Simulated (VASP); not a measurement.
Wanted: the native input for a VASP 6.6.1 run.

```
Task                   : relaxation of cell and atoms
Functional             : PBE
Dispersion             : D3(BJ)
Potentials or basis    : VASP PAW PBE potentials, release 64 (B, N)
Cutoff                 : 600 eV
k mesh                 : 15 × 15 × 1
Occupations            : gaussian, width 0.03 eV
Spin                   : no spin polarisation
Further INCAR settings : ALGO = Normal; EDIFF = 1e-06; IBRION = 2; EDIFFG = -0.01; NSW = 90; ISIF = 3
```

The structure of BN lies in POSCAR:

```
BN
1.0
    2.4982400000      0.0000000000      0.0000000000
   -1.2491200000      2.1635393000      0.0000000000
    0.0000000000      0.0000000000     24.6357000000
B N
3 3
Direct
    0.6666666700      0.3333333300      0.3653234900
    0.3333333300      0.6666666700      0.5000000000
    0.6666666700      0.3333333300      0.6346765100
    0.3333333300      0.6666666700      0.3653234900
    0.6666666700      0.3333333300      0.5000000000
    0.3333333300      0.6666666700      0.6346765100
```

One way to write it, as run:

INCAR

```
PREC = Accurate
ENCUT = 600
EDIFF = 1E-6
ISMEAR = 0
SIGMA = 0.03
LREAL = F
LASPH = T
NELM = 80
ALGO = Normal
ISIF = 3
LWAVE = F
LCHARG = F
GGA = PE
IVDW = 12
IBRION = 2
NSW = 90
EDIFFG = -0.01
LATTICE_CONSTRAINTS = .TRUE. .TRUE. .FALSE.
KPAR = 4
```

KPOINTS

```
regular mesh
0
Gamma
  15 15 1
```

Potentials or basis: VASP PAW PBE potentials, release 64 (B, N).

Run with:

```console
$ cat potpaw_PBE.64/B/POTCAR potpaw_PBE.64/N/POTCAR > POTCAR
$ mpirun -np 4 vasp_std > vasp.out
```

It gave:

The relaxed volume is 22.35 Å³/atom and the relaxed cell is a = 2.507 Å, b = 2.507 Å, c = 24.636 Å, α = 90.00°, β = 90.00°, γ = 120.00°. The space group after relaxing (to 0.05 Å) is P-6m2 (No. 187) and the energy gained by relaxing is 0.8 meV/atom. The ionic steps are 5, the largest force after relaxing is 0.005 eV/Å and the band gap on the k mesh is 4.39 eV, indirect (least direct gap 4.65 eV). The dispersion energy per atom is -0.117 eV.

Wall time 52 s on 4 MPI ranks on Intel(R) Xeon(R) 6975P-C (Granite Rapids), on a shared host, peak memory 0.3 GiB a rank.
